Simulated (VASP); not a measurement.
# Cu2O (Cuprite) (Pn-3m) in VASP: a series of runs

The runs below take Cu2O (Cuprite) through relaxation of cell and atoms, with PBE.

Everything below comes from runs of VASP 6.6.1. Logs are shortened: lines on timing, memory, paths and dates and some standing lists are left out, and cuts for length are marked.

### Step 1. The structure

The structure is cubic, space group Pn-3m (No. 224). Conventional cell: a = 4.260 Å, b = 4.260 Å, c = 4.260 Å, α = 90.00°, β = 90.00°, γ = 90.00°. Cu (site symmetry -3m) has 2 O at 1.84 Å as nearest neighbours. O (site symmetry -43m) has 4 Cu at 1.84 Å as nearest neighbours.

### Step 2. Relaxation of cell and atoms, PBE

INCAR reads:

```
PREC = Accurate ; ENCUT = 300
EDIFF = 1E-6 ; ISMEAR = 0
SIGMA = 0.03 ; LREAL = False
LASPH = True ; NELM = 80
ALGO = Normal ; ISIF = 3
LWAVE = False ; LCHARG = False
GGA = PE ; IBRION = 2
NSW = 90 ; EDIFFG = -0.01
KPAR = 2
```

KPOINTS reads:

```
Automatic mesh
0
Gamma
  3 3 3
```

POSCAR reads:

```
Cu2O
1.0
    4.2600000000      0.0000000000      0.0000000000
    0.0000000000      4.2600000000      0.0000000000
    0.0000000000      0.0000000000      4.2600000000
Cu O
4 2
Direct
    0.2500000000      0.2500000000      0.2500000000
    0.2500000000      0.7500000000      0.7500000000
    0.7500000000      0.7500000000      0.2500000000
    0.7500000000      0.2500000000      0.7500000000
    0.0000000000      0.0000000000      0.0000000000
    0.5000000000      0.5000000000      0.5000000000
```

Potentials or basis: VASP PAW PBE potentials, release 64 (Cu, O_s).

Launch:

```console
> cat potpaw_PBE.64/Cu/POTCAR potpaw_PBE.64/O_s/POTCAR > POTCAR
> mpirun -np 2 vasp_std > vasp.out
```

OUTCAR:

```text
PREC = Accurate
   ENCUT = 300
   EDIFF = 1E-6
   ISMEAR = 0
   LREAL = False
   LASPH = True
   NELM = 80
   ISIF = 3
   GGA = PE
   IBRION = 2
   NSW = 90
   EDIFFG = -0.01

 ion  position               nearest neighbor table
   1  0.250  0.250  0.250-   5 1.84   6 1.84
   2  0.250  0.750  0.750-   5 1.84   6 1.84
   3  0.750  0.750  0.250-   5 1.84   6 1.84
   4  0.750  0.250  0.750-   5 1.84   6 1.84
   5  0.000  0.000  0.000-   1 1.84   2 1.84   3 1.84   4 1.84
   6  0.500  0.500  0.500-   1 1.84   2 1.84   3 1.84   4 1.84

  LATTYP: Found a simple cubic cell.
 ALAT       =     4.2600000000

  Lattice vectors:

 A1 = (   4.2600000000,   0.0000000000,   0.0000000000)
 A2 = (   0.0000000000,   4.2600000000,   0.0000000000)
 A3 = (   0.0000000000,   0.0000000000,   4.2600000000)

Analysis of symmetry for initial positions (statically):
=====================================================================
 Subroutine PRICEL returns:
 Original cell was already a primitive cell.

 Routine SETGRP: Setting up the symmetry group for a
 simple cubic supercell.

 Subroutine GETGRP returns: Found 48 space group operations
 (whereof 24 operations were pure point group operations)
 out of a pool of 48 trial point group operations.

The static configuration has the point symmetry T_d .
 The point group associated with its full space group is O_h .

Analysis of symmetry for dynamics (positions and initial velocities):
=====================================================================
 Subroutine PRICEL returns:
 Original cell was already a primitive cell.

 Routine SETGRP: Setting up the symmetry group for a
 simple cubic supercell.

 Subroutine GETGRP returns: Found 48 space group operations
 (whereof 24 operations were pure point group operations)
 out of a pool of 48 trial point group operations.

The dynamic configuration has the point symmetry T_d .
 The point group associated with its full space group is O_h .

 Subroutine INISYM returns: Found 48 space group operations
 (whereof 24 operations are pure point group operations),
 and found     1 'primitive' translations

----------------------------------------------------------------------------------------

                                     Primitive cell

  volume of cell :      77.3088

  direct lattice vectors                    reciprocal lattice vectors
     4.260000000  0.000000000  0.000000000     0.234741784  0.000000000  0.000000000
     0.000000000  4.260000000  0.000000000     0.000000000  0.234741784  0.000000000
[... 79 lines left out ...]
   ISYM   =      2    0-nonsym 1-usesym 2-fastsym
   POTIM  = 0.5000    time-step for ionic-motion
   TEBEG  =    0.0;   TEEND  =   0.0 temperature during run
   PSTRESS=    0.0 pullay stress
   NELECT =      56.0000    total number of electrons
   NUPDOWN=      -1.0000    fix difference up-down
   EMIN   =  10.00;   EMAX   =-10.00  energy-range for DOS
   EFERMI =   0.00;   METHOD = LEGACY
   ISMEAR =     0;   SIGMA  =   0.03  broadening in eV -4-tet -1-fermi 0-gaus
   EFERMI_NEDOS =   21; number of points for ismear=-14 and -15
   IALGO  =     38    algorithm
   IMIX   =      4    mixing-type and parameters
     AMIX     =   0.40;   BMIX     =  1.00
     AMIX_MAG =   1.60;   BMIX_MAG =  1.00
  volume/ion in A,a.u.               =      12.88        86.95
  Fermi-wavevector in a.u.,A,eV,Ry     =   1.470261  2.778391 29.411289  2.161669
  Thomas-Fermi vector in A             =   2.585540
   LORBIT       =      0    0 simple, 1 ext, 2 COOP (PROOUT), +10 PAW based schemes
   GGA     = PE    functional components
   LHFCALC =     F    Hartree Fock is set to
   AEXX    =    0.0000 exact exchange contribution
   IVDW    =     0    specifies the selected vdW correction
   LEPSILON=     F    determine dielectric tensor
   LRPA    =     F    only Hartree local field effects (RPA)
 conjugate gradient relaxation of ions
 non-spin polarized calculation
 Gauss-broadening in eV      SIGMA  =   0.03
  energy-cutoff  :      300.00
  volume of cell :       77.31
 maximum number of plane-waves:       931
   NGX = 13   NGY = 13   NGZ = 13

--------------------------------------- Ionic step        1  -------------------------------------------

 number of electron      55.9999587 magnetization

 Free energy of the ion-electron system (eV)
  ---------------------------------------------------
  ext. energy  EPLUGINS =         0.00000000
  ---------------------------------------------------
  free energy    TOTEN  =       -27.18846660 eV

  energy without entropy =      -27.18846660  energy(sigma->0) =      -27.18846660

------------------------ aborting loop because EDIFF is reached ----------------------------------------

  FORCE on cell =-STRESS in cart. coord.  units (eV):
  Direction    XX          YY          ZZ          XY          YZ          ZX
  --------------------------------------------------------------------------------------
  -------------------------------------------------------------------------------------
  Total        1.2112938      1.2112938      1.2112938      0.0000000      0.0000000      0.0000000
  in kB       25.1033266     25.1033266     25.1033266      0.0000000      0.0000000      0.0000000
  external PRESSURE =      25.1033266 kB  Pullay stress =       0.0000000 kB
[... 27 lines left out ...]
--------------------------------------- Ionic step        2  -------------------------------------------

 number of electron      55.9999701 magnetization

 E-fermi :   4.7528     XC(G=0): -10.8875

 val. band max:        4.6024276438   @ k =   0.0000   0.0000   0.0000
 cond. band min:       5.0805960039   @ k =   0.0000   0.0000   0.0000
 fundamental gap:      0.4781683601
 Fermi energy:         4.7528093118

 k-point     1 :       0.0000    0.0000    0.0000
  band No.  band energies     occupation
      1     -15.2976      2.00000
      2     -14.6198      2.00000
      3      -2.3942      2.00000
      4      -2.3942      2.00000
      5      -2.3942      2.00000
      6      -0.0834      2.00000
[... 172 lines left out ...]
--------------------------------------- Ionic step        3  -------------------------------------------

 number of electron      55.9999604 magnetization

 Free energy of the ion-electron system (eV)
  ---------------------------------------------------
  ext. energy  EPLUGINS =         0.00000000
  ---------------------------------------------------
  free energy    TOTEN  =       -27.19636351 eV

  energy without entropy =      -27.19636351  energy(sigma->0) =      -27.19636351

 E-fermi :   4.9394     XC(G=0): -10.9683

 val. band max:        4.7713717314   @ k =   0.0000   0.0000   0.0000
 cond. band min:       5.2819180905   @ k =   0.0000   0.0000   0.0000
 fundamental gap:      0.5105463591
 Fermi energy:         4.9393846238

 k-point     1 :       0.0000    0.0000    0.0000
  band No.  band energies     occupation
      1     -15.2528      2.00000
      2     -14.5466      2.00000
      3      -2.3532      2.00000
      4      -2.3532      2.00000
      5      -2.3532      2.00000
      6      -0.0089      2.00000
[... 166 lines left out ...]
  FREE ENERGIE OF THE ION-ELECTRON SYSTEM (eV)
  ---------------------------------------------------
  free  energy   TOTEN  =       -27.1963635147 eV

  energy  without entropy=      -27.1963635147  energy(sigma->0) =      -27.19636351

 reached required accuracy - stopping structural energy minimisation
```

CONTCAR:

```text
Cu2O
   1.00000000000000
     4.2800614244719668   -0.0000000000000000    0.0000000000000000
     0.0000000000000000    4.2800614244719668   -0.0000000000000000
    -0.0000000000000000    0.0000000000000000    4.2800614244719668
  Cu              O
     4     2
Direct
     0.2500000000000000    0.2500000000000000    0.2500000000000000
     0.2500000000000000    0.7500000000000000    0.7500000000000000
     0.7500000000000000    0.7500000000000000    0.2500000000000000
     0.7500000000000000    0.2500000000000000    0.7500000000000000
     0.0000000000000000    0.0000000000000000    0.0000000000000000
     0.5000000000000000    0.5000000000000000    0.5000000000000000

  0.00000000E+00  0.00000000E+00  0.00000000E+00
  0.00000000E+00  0.00000000E+00  0.00000000E+00
  0.00000000E+00  0.00000000E+00  0.00000000E+00
  0.00000000E+00  0.00000000E+00  0.00000000E+00
  0.00000000E+00  0.00000000E+00  0.00000000E+00
  0.00000000E+00  0.00000000E+00  0.00000000E+00
```

Run time: 10 s. Hardware: 2 MPI ranks of Intel Xeon Platinum 8559C (Emerald Rapids), shared host; peak memory 0.12 GiB.

These settings aren't checked as converged: the numbers below hold their error.

Results:

```
Free energy                            : -27.1964 eV
Relaxed volume                         : 13.07 Å³/atom
Relaxed cell                           : a = 4.280 Å, b = 4.280 Å, c = 4.280 Å, α = 90.00°, β = 90.00°, γ = 90.00°
Space group after relaxing (to 0.05 Å) : Pn-3m (No. 224)
Energy gained by relaxing              : 1.3 meV/atom
Ionic steps                            : 3
Band gap on the k mesh                 : 0.51 eV, direct
```

Caveat: the k mesh is coarse (spacing up to 0.49 Å⁻¹), so the values aren't converged; the cutoff is under 1.25 times the usual one of these potentials, so pressure, stress and relaxed cells hold a basis-set (Pulay) error.

(Continued in part 2 of 2.)
